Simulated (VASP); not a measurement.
**TiTe2: single point with PBE**

The system is TiTe2.

```
Ti Te
1.0
     4.25966    0.00000    0.00000
    -2.12983    3.68898    0.00000
     0.00000    0.00000    5.30543
Ti Te
1 2
Direct
  0.00000 0.00000 0.00000
  0.33333 0.66667 0.33309
  0.66667 0.33333 0.66691
```

The cell is a database's computed one.

The cell isn't the ideal one: Cu replaced by Ti, lengths x 1.041, strained and moved within the space group.

```json
{
  "Program": "VASP 6.6.1",
  "Task": "single point",
  "Functional": "PBE",
  "Potentials or basis": "VASP PAW PBE potentials, release 64 (Ti_sv, Te)",
  "Cutoff": "520 eV",
  "k mesh": "12 × 12 × 8",
  "Occupations": "gaussian, width 0.1 eV",
  "Spin": "no spin polarisation"
}
```

```
Pressure               : -0.9 GPa
Largest force          : 3.644 eV/Å
Band gap on the k mesh : none (metal or under the smearing width)
```

Forces in eV/Å, atoms in the order of the input:
```
Ti   0.000  0.000  0.000
Te   0.000  0.000 -3.644
Te   0.000  0.000  3.644
```

Stress tensor (GPa, compression positive):
```
-4.35  0.00  0.00
 0.00 -4.35  0.00
 0.00  0.00  5.90
```

Levels at points of the mesh, in eV from the Fermi level:
```csv
k point,band 9,band 10,band 11,band 12,band 13,band 14,band 15,band 16
"(0.00, 0.00, 0.00)",-2.56,0.16,0.24,0.24,0.43,0.43,0.58,1.08
"(0.50, 0.00, 0.00)",-3.19,-1.58,-1.11,-1.00,-0.29,0.82,0.95,1.78
"(0.00, 0.00, 0.50)",-1.79,-1.64,-1.47,-1.47,0.31,0.31,0.46,2.65
"(0.50, 0.00, 0.50)",-3.33,-0.87,-0.40,-0.09,0.32,0.79,0.97,1.23
```

Run time: 4.5 min on 1 thread of AMD EPYC 9R45 (Zen 5), with other jobs on the host, peak memory 0.32 GiB.

Caveat: forces of over 1 eV/Å show positions far from the minimum, so gaps and moduli don't describe the material at rest. Spin-orbit coupling is left out, which matters for the levels of Te.
